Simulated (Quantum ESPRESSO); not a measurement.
Crystal: CdS (Greenockite).

```xyz
4
Lattice="4.1500 0.0000 0.0000 -2.0750 3.5940 0.0000 0.0000 0.0000 6.7370" Properties=species:S:1:pos:R:3 pbc="T T T"
Cd    2.0750    1.1980    3.3685
Cd    0.0000    2.3960    0.0000
S     2.0750    1.1980    5.8949
S     0.0000    2.3960    2.5264
```

| Item | Value |
| --- | --- |
| Program | Quantum ESPRESSO 7.5 |
| Task | phonons |
| Functional | LDA |
| Potentials or basis | GBRV 1.5 LDA |
| Cutoff | 612 eV |
| Density cutoff | 4898 eV |
| k mesh | 4 × 4 × 2, shifted |
| Occupations | fermi-dirac, width 0.05 eV |
| Spin | no spin polarisation |
| Form of the LDA correlation | PZ81 |
| Mixing beta | 0.5 |
| Most SCF iterations | 120 |
| SCF threshold | 8e-10 Ry |

The cell and the atoms were relaxed first, to 24.01 Å³/atom (a = 4.086 Å, b = 4.086 Å, c = 6.644 Å, α = 90.00°, β = 90.00°, γ = 120.00°), and the response was taken there.

The first run showed a gap, so the response started from a second, tighter run with fixed occupations.

Where do the zone-centre optical modes lie?

E2 at 41 cm⁻¹ (Raman); B1 at 137 cm⁻¹ (silent); A1 at 242 cm⁻¹ (IR and Raman); E1 at 246 cm⁻¹ (IR and Raman); E2 at 260 cm⁻¹ (Raman); B1 at 308 cm⁻¹ (silent). Polar modes are given without the macroscopic field (transverse values).

Optical modes at Γ, degenerate ones joined, polar ones without the macroscopic field:
| cm⁻¹ | components | symmetry | active in | IR intensity, summed ((D/Å)²/amu) |
| --- | --- | --- | --- | --- |
| 41 | 2 | E2 | Raman | 0.00 |
| 137 | 1 | B1 | silent | 0.00 |
| 242 | 1 | A1 | IR and Raman | 8.32 |
| 246 | 2 | E1 | IR and Raman | 19.86 |
| 260 | 2 | E2 | Raman | 0.00 |
| 308 | 1 | B1 | silent | 0.00 |

Caveat: the k mesh is coarse (spacing up to 0.47 Å⁻¹), so the values aren't converged.
